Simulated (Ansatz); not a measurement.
# CdTe: the cost of one run

Method: DFT r2SCAN, scalar-relativistic, plane waves, PAW, in Ansatz 0.2.0.

The COD entry's cell or inner coordinates are ideal or old and differ from later refinements, so a difference from it is no clean test against experiment.

### Step 1. The structure to begin with

It takes space group F-43m (No. 216, cubic). The conventional cell has a = 6.410 Å, b = 6.410 Å, c = 6.410 Å, α = 90.00°, β = 90.00°, γ = 90.00°. Cd (site symmetry -43m) is surrounded by 4 Te at 2.78 Å. Around Te (site symmetry -43m) lie 4 Cd at 2.78 Å.

As a file:

```cif
data_structure
_symmetry_space_group_name_H-M 'P 1'
_symmetry_Int_Tables_number 1
_cell_length_a 4.5326
_cell_length_b 4.5326
_cell_length_c 4.5326
_cell_angle_alpha 60.000
_cell_angle_beta 60.000
_cell_angle_gamma 60.000
_cell_volume 65.84
loop_
_atom_site_label
_atom_site_type_symbol
_atom_site_fract_x
_atom_site_fract_y
_atom_site_fract_z
_atom_site_occupancy
Cd1 Cd 0.00000 0.00000 0.00000 1
Te1 Te 0.75000 0.75000 0.75000 1
```

The cell is taken as given, not relaxed at this level.

### Step 2. The reference cell

The reference gives a free energy of -15264.0963 eV, pressure 3.23 GPa, largest force 0.000 eV/Å and gap on the mesh 1.39 eV. It was computed beforehand with the settings of the runs below.

### Step 3. Next: energy and stress against strain

The cell is strained by ε times the Voigt pattern (0, 0, 1, 0, 0, 0) (xx, yy, zz, yz, xz, xy; engineering shear), with fractional coordinates fixed (clamped ions). The stress on the pattern is the sum of the stress components weighted by it, tension positive.

### Step 4. ε = -0.0600

The input, input.yaml:

```yaml
crystal:
  lattice:
    - [0.0, 3.205, 3.0127]
    - [3.205, 0.0, 3.0127]
    - [3.205, 3.205, 0.0]
  atoms:
    - { symbol: Cd, position: [0.0, 0.0, 0.0] }
    - { symbol: Te, position: [0.75, 0.75, 0.75] }
basis:
  ecutwfc: 500
kpoints:
  mp_grid: { grid: [8, 8, 8] }
hamiltonian:
  xc: r2scan
scf:
  occupations: { method: gaussian, width: 0.05 }
output:
  forces: true
  stress: true
  eigenvalues: true
```

Run with:

```console
$ ansatz run input.yaml --threads 1 --pin off --max-ram 2560MiB --backend cpu --events-out ev --progress --plain --runs-dir out
```

Q: Estimate wall time and peak memory on 1 thread of Oxide Virtual Turin-like (Zen 5), shared host.

About 15 s, with a peak of 0.64 GiB.
